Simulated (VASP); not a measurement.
# K₇Br₄: schottky barrier of KBr and K

K₇Br₄, interface, 22 atoms in the cell. PBE, metal-semiconductor superlattice; PAW potentials Br, K_sv (PBE set).

Materials: KBr, K; Interface: (001); Units of each material: 4, 3.

## Input

INCAR.step1:
```
SYSTEM = K7Br4
PREC = Accurate
ENCUT = 390
EDIFF = 1E-7
ISMEAR = 0
SIGMA = 0.05
ALGO = Normal
LREAL = .False.
LASPH = .True.
NELM = 100
LWAVE = .False.
LCHARG = .False.
IBRION = 2
NSW = 30
ISIF = 3
EDIFFG = -0.005
KPAR = 4
```

INCAR.step2:
```
SYSTEM = K7Br4
PREC = Accurate
ENCUT = 320
EDIFF = 1E-6
ISMEAR = 0
SIGMA = 0.05
ALGO = Normal
LREAL = .False.
LASPH = .True.
NELM = 100
LWAVE = .False.
LCHARG = .False.
LVHAR = .True.
KPAR = 4
```

INCAR.step3:
```
SYSTEM = K7Br4
PREC = Accurate
ENCUT = 370
EDIFF = 1E-6
ISMEAR = 1
SIGMA = 0.15
ALGO = Normal
LREAL = .False.
LASPH = .True.
NELM = 100
LWAVE = .False.
LCHARG = .False.
IBRION = 2
NSW = 20
ISIF = 3
LATTICE_CONSTRAINTS = .FALSE. .FALSE. .TRUE.
EDIFFG = -0.01
KPAR = 4
```

INCAR.step4:
```
SYSTEM = K7Br4
PREC = Accurate
ENCUT = 320
EDIFF = 1E-6
ISMEAR = 1
SIGMA = 0.1
ALGO = Normal
LREAL = Auto
LASPH = .True.
NELM = 100
LWAVE = .False.
LCHARG = .False.
LVHAR = .True.
IBRION = 2
NSW = 40
ISIF = 3
LATTICE_CONSTRAINTS = .FALSE. .FALSE. .TRUE.
EDIFFG = -0.04
AMIN = 0.01
KPAR = 4
NCORE = 2
```

KPOINTS.step1:
```
k-points
0
Gamma
  6 6 6
```

KPOINTS.step2:
```
k-points
0
Gamma
  5 5 4
```

KPOINTS.step3:
```
k-points
0
Gamma
  7 7 4
```

KPOINTS.step4:
```
k-points
0
Gamma
  5 5 1
```

POSCAR.step1:
```
KBr
1.0
    0.0000000000      3.3000000000      3.3000000000
    3.3000000000      0.0000000000      3.3000000000
    3.3000000000      3.3000000000      0.0000000000
Br K
1 1
Direct
    0.5000000000      0.5000000000      0.5000000000
    0.0000000000      0.0000000000      0.0000000000
```

POSCAR.step2:
```
KBr
1.0
    4.7410838103      0.0000000000      0.0000000000
    0.0000000000      4.7410838103      0.0000000000
    0.0000000000      0.0000000000      6.7049050249
Br K
2 2
Direct
    0.5000000000      0.5000000000      0.0000000000
    0.0000000000      0.0000000000      0.5000000000
    0.0000000000      0.0000000000      0.0000000000
    0.5000000000      0.5000000000      0.5000000000
```

POSCAR.step3:
```
K
1.0
    4.7410838103      0.0000000000      0.0000000000
    0.0000000000      4.7410838103      0.0000000000
    0.0000000000      0.0000000000      6.9442189370
K
2
Direct
    0.0000000000      0.0000000000      0.0000000000
    0.5000000000      0.5000000000      0.5000000000
```

POSCAR.step4:
```
K7Br4
1.0
    4.7410838103      0.0000000000      0.0000000000
    0.0000000000      4.7410838103      0.0000000000
    0.0000000000      0.0000000000     43.6958878478
Br K
8 14
Direct
    0.5000000000      0.5000000000      0.0000000000
    0.0000000000      0.0000000000      0.0767223800
    0.5000000000      0.5000000000      0.1534447600
    0.0000000000      0.0000000000      0.2301671400
    0.5000000000      0.5000000000      0.3068895200
    0.0000000000      0.0000000000      0.3836119000
    0.5000000000      0.5000000000      0.4603342800
    0.0000000000      0.0000000000      0.5370566600
    0.0000000000      0.0000000000      0.0000000000
    0.5000000000      0.5000000000      0.0767223800
    0.0000000000      0.0000000000      0.1534447600
    0.5000000000      0.5000000000      0.2301671400
    0.0000000000      0.0000000000      0.3068895200
    0.5000000000      0.5000000000      0.3836119000
    0.0000000000      0.0000000000      0.4603342800
    0.5000000000      0.5000000000      0.5370566600
    0.0000000000      0.0000000000      0.5863165020
    0.5000000000      0.5000000000      0.6609216560
    0.0000000000      0.0000000000      0.7355268100
    0.5000000000      0.5000000000      0.8101319640
    0.0000000000      0.0000000000      0.8847371180
    0.5000000000      0.5000000000      0.9593422720
```

Commands (each step's output is kept before the next begins):
```
cat potpaw_PBE.64/Br/POTCAR potpaw_PBE.64/K_sv/POTCAR > POTCAR
cp INCAR.step1 INCAR
cp KPOINTS.step1 KPOINTS
cp POSCAR.step1 POSCAR
mpirun -np 8 vasp_std > vasp.out
rm WAVECAR CHG
cp INCAR.step2 INCAR
cp KPOINTS.step2 KPOINTS
cp POSCAR.step2 POSCAR
mpirun -np 8 vasp_std > vasp.out
cat potpaw_PBE.64/K_sv/POTCAR > POTCAR
rm WAVECAR CHG
cp INCAR.step3 INCAR
cp KPOINTS.step3 KPOINTS
cp POSCAR.step3 POSCAR
mpirun -np 8 vasp_std > vasp.out
cat potpaw_PBE.64/Br/POTCAR potpaw_PBE.64/K_sv/POTCAR > POTCAR
rm WAVECAR CHG
cp INCAR.step4 INCAR
cp KPOINTS.step4 KPOINTS
cp POSCAR.step4 POSCAR
mpirun -np 8 vasp_std > vasp.out
```

## Result

- Barrier for holes (eV): 4.02
- Barrier for electrons (eV): 0.29
- Barrier for holes by core potentials (eV): 4.11
- Semiconductor's gap (eV): 4.31

Limits: one abrupt interface was tried, with the metal strained onto the semiconductor; the two barriers add up to the semiconductor's gap, which PBE gives too small.

VASP 6.6.1 took 2958 s on 8 cores (Intel Xeon Platinum 8488C (Sapphire Rapids)), a shared host.
